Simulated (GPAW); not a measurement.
Runs of GPAW 26.7.0 on CdGeAs2. The structure is tetragonal, space group I-42d (No. 122). Conventional cell: a = 5.978 Å, b = 5.978 Å, c = 11.329 Å, α = 90.00°, β = 90.00°, γ = 90.00°. Around Cd (site symmetry -4) lie 4 As at 2.65 Å. Around As (site symmetry 2) lie 2 Ge at 2.45 Å and 2 Cd at 2.65 Å. Ge (site symmetry -4) is surrounded by 4 As at 2.45 Å. The cell is a database's computed one.

```csv
task,level,potentials or basis,k mesh,band path,band points,mesh quality,gap on the mesh (eV),pressure (GPa),largest force (eV/Å)
band structure,LDA,"the program's PAW data sets (release 1.2.1) made for this functional, pw",4 × 4 × 4,"GXYSGZS1NPY1Z,XP",80,not flagged,0.22,-2.5,0.27
band structure,PBE,"GPAW PAW data sets (gpaw-data 1.2.1), pw",4 × 4 × 4,"GXYSGZS1NPY1Z,XP",80,not flagged,0.22,2.2,0.20
single point,TB-mBJ,"GPAW PAW data sets for LDA (gpaw-data 1.2.1), pw",4 × 4 × 4,-,-,not flagged,(a),-,-
single point,PBE,"GPAW PAW data sets (gpaw-data 1.2.1), pw",6 × 6 × 6,-,-,not flagged,0.19,2.2,0.20
band structure,PBEsol,"PAW data sets generated in the run's folder for this functional, pw",4 × 4 × 4,"GXYSGZS1NPY1Z,XP",80,not flagged,0.22,(b),0.23
```

Alike in all rows: no spin polarisation; cell as given; cutoff (eV) 600; smearing fermi-dirac 0.05 eV.

Task: Fill in the values left out.

Result: (a) 0.59; (b) -0.7.

Caveats: the mesh misses the band edges, which the band path finds closer together (some runs); a model potential gives levels but no total energy (some runs); the PAW data sets were made with another functional, which shifts forces and pressure a little (some runs).

A k mesh can miss the band edges, and the runs leave out spin-orbit coupling on As, Cd, Ge.
